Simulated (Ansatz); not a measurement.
Results of r²SCAN (PAW; Ansatz, a quantum-chemistry and plane-wave program) for spinel MgAl2O4.

Numerical settings: plane-wave cutoff 560 eV, 8×8×8 k mesh, Fermi–Dirac smearing 0.01 eV, scalar-relativistic PAW data made under PBE.

Shape and atoms are relaxed at each volume.

Pressure at four volumes; x = ln(V/9.433 Å³). One pressure is withheld.

```tsv
V (Å³/atom)	x	P (GPa)
9.056	-0.0408	8.90
9.433	0.0000	0.01
9.622	0.0198	-3.81
9.811	0.0393	?
```

**Question.** Pass a parabola P(x) through the three rows shown, estimate the bulk modulus and its pressure derivative near zero pressure, and predict the withheld pressure.

**Answer.** Slopes between the rows: (0.01 − (8.90))/(0.0000 − (-0.0408)) = -217.89 and (-3.81 − (0.01))/(0.0198 − (0.0000)) = -192.93 GPa. Their difference over the span 0.0606 is c = 24.96/0.0606 = 411.9 GPa, so P(x) = 8.90 + (-217.89)(x − (-0.0408)) + 411.9 (x − (-0.0408))(x − (0.0000)). At the middle row B = −dP/dx = −[-217.89 + 411.9 × 0.0408] = 201.1 GPa, and B′ = dB/dP = 2c/B = 4.1. At x = 0.0393 the parabola gives -7.26 GPa; the run gives -7.27 GPa. The Birch–Murnaghan fit to the energies at all volumes has B0 = 201 GPa and B′ = 4.0.

Measured, for comparison: bulk modulus 195 GPa (300 K, copied from a table, unchecked, not corrected to a static lattice; as tabulated in BurnMan's mineral tables). Computed (rounded) less measured: bulk modulus not scored (unchecked). A static lattice is as a rule a little smaller and stiffer than an uncorrected measurement, which narrows the difference in the bulk modulus and would widen misses of the other sign.

Note: the bulk modulus comes from volumes at which shape and atoms were relaxed.
